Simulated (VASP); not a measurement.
Runs of VASP 6.6.1 on Ag. Symmetry: Im-3m, No. 229, cubic system. Conventional cell: a = 3.246 Å, b = 3.246 Å, c = 3.246 Å, α = 90.00°, β = 90.00°, γ = 90.00°. Ag (site symmetry m-3m) has 8 Ag at 2.81 Å as nearest neighbours. This isn't the form of Ag at room conditions, which is fcc.

| level | potentials or basis | k mesh | mesh quality | gap on the mesh (eV) | pressure (GPa) | relaxed volume (Å³/atom) |
| --- | --- | --- | --- | --- | --- | --- |
| PBE+D3(BJ) | VASP PAW PBE potentials, release 64 (Ag) | 18 × 18 × 18 | not flagged | none | 0.0 | 17.00 |
| LDA | VASP PAW LDA potentials, release 64 (Ag) | 18 × 18 × 18 | not flagged | none | 0.0 | (a) |
| PBEsol | VASP PAW PBE potentials, release 64 (Ag) | 6 × 6 × 6 | coarse | none | 0.0 | 16.76 |
| PBE | VASP PAW PBE potentials, release 64 (Ag) | 18 × 18 × 18 | not flagged | none | 0.0 | 17.99 |
| RPBE | VASP PAW PBE potentials, release 64 (Ag) | 18 × 18 × 18 | not flagged | none | 0.0 | (b) |

Alike in all rows: task relaxation of cell and atoms; no spin polarisation; cell relaxed; cutoff (eV) 600; smearing gaussian 0.1 eV.

**Question.** Fill in the values left out.

**Answer.** (a) 16.14; (b) 18.85.

Caveats: some runs use coarse meshes; the PAW data sets were made with another functional, which shifts forces and pressure a little (some runs); pairwise dispersion overbinds metals, which lowers pressure and volume (some runs).

A k mesh can miss the band edges, and the runs leave out spin-orbit coupling on Ag.

A gap of «none» marks a metal or a gap under the smearing width.
